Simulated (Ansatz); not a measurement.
## Hf in Ansatz: the effect of target pressure

The system is Hf.

```
Hf
1.0
     0.00000   -2.22000   -2.22000
     0.00000    2.22000   -2.22000
     4.44000    0.00000    0.00000
Hf
2
Direct
  0.51382 0.48086 0.50614
  0.98618 0.01914 0.99386
```

This isn't the form of Hf at room conditions, which is hcp.

The cell isn't the ideal one: all atoms moved at random, sigma 0.1 Å a component.

Alike in all runs:

- Program: Ansatz 0.2.0
- Task: relaxation of cell and atoms
- Functional: PBE
- Potentials or basis: Ansatz PAW
- Cutoff: 420 eV (not typed: the program's choice for these potentials)
- k mesh: 9 × 9 × 6
- Occupations: fermi-dirac, width 0.05 eV
- Spin: no spin polarisation

Each run relaxes the cell or the atoms first.

```tsv
target pressure	target pressure	relaxed volume (Å³/atom)
0 GPa	-	22.62
2 GPa	2 GPa	?
5 GPa	5 GPa	21.61
10 GPa	10 GPa	20.76
20 GPa	20 GPa	19.36
30 GPa	30 GPa	18.29
```

Task: What does the run with target pressure 2 GPa give?

Result: Relaxed volume 22.19 Å³/atom.

Worked out: In Murnaghan's law V^(-B') rises as a straight line in P. The other rows fit best with B' = 2.9, V0 = 22.62 Å³/atom and B0 = 102 GPa, which gives 22.20 Å³/atom at 2 GPa, against the run's 22.19.

Caveats: the plane-wave basis is chosen anew once the cell has moved, so the energies of steps on either side of that aren't comparable; the volume moved by over 15 % at a fixed basis, so the end points are rough (some runs).
